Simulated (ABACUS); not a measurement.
Here is an ABACUS 3.10.1 calculation.

Contents of INPUT:

```
INPUT_PARAMETERS
suffix              TePb
calculation         cell-relax
basis_type          lcao
pseudo_dir          ./
orbital_dir         ./
latname             fcc
symmetry            1
dft_functional      MGGA_X_R2SCAN+MGGA_C_R2SCAN
ecutwfc             100
pseudo_rcut         10
nspin               1
nbands              19
ks_solver           genelpa
smearing_method     fd
smearing_sigma      0.00367493
scf_thr             1e-07
scf_nmax            100
mixing_type         broyden
mixing_beta         0.7
cal_force           1
cal_stress          1
mixing_tau          1
out_mul             1
relax_nmax          60
force_thr_ev        0.02
relax_method        cg
out_stru            1
stress_thr          1
```

STRU

```
ATOMIC_SPECIES
Pb 207.2000 Pb_ONCV_PBE-1.2.upf
Te 127.6000 Te_ONCV_PBE-1.2.upf

NUMERICAL_ORBITAL
Pb_confined-atom_8au_2s2p2d.orb
Te_confined-atom_8au_2s2p2d.orb

LATTICE_CONSTANT
12.2114102173

ATOMIC_POSITIONS
Direct

Pb
0.0
1
0.0000000000 0.0000000000 0.0000000000 1 1 1

Te
0.0
1
0.5000000000 0.5000000000 0.5000000000 1 1 1
```

KPT

```
K_POINTS
0
Gamma
5 5 5 0 0 0
```

Potentials or basis: SG15 ONCV 1.2 PBE, DZP LCAO (the cutoffs set its grid).

Run with:

```sh
$ OMP_NUM_THREADS=1 mpirun -np 4 abacus > log
```

Question: What does it give for the relaxed volume?

Answer: 34.37 Å³/atom.

Question: What does it give for the Mulliken charges?

Answer: Pb +0.39; Te -0.39 e.

Final structure:
```yaml
crystal:
  lattice:
    - [-3.25139, 0.00000, 3.25139]
    - [0.00000, 3.25139, 3.25139]
    - [-3.25139, 3.25139, 0.00000]
  atoms:
    - { symbol: Pb, position: [0.00000, 0.00000, 0.00000] }
    - { symbol: Te, position: [0.50000, 0.50000, 0.50000] }
```

Caveat: the atomic orbitals were generated for these runs and aren't a published set; the potentials were made for another functional, which shifts forces and pressure; the basis of atomic orbitals isn't converged, which shifts pressures, moduli and gaps. Zero-point motion and thermal expansion aren't in these numbers.
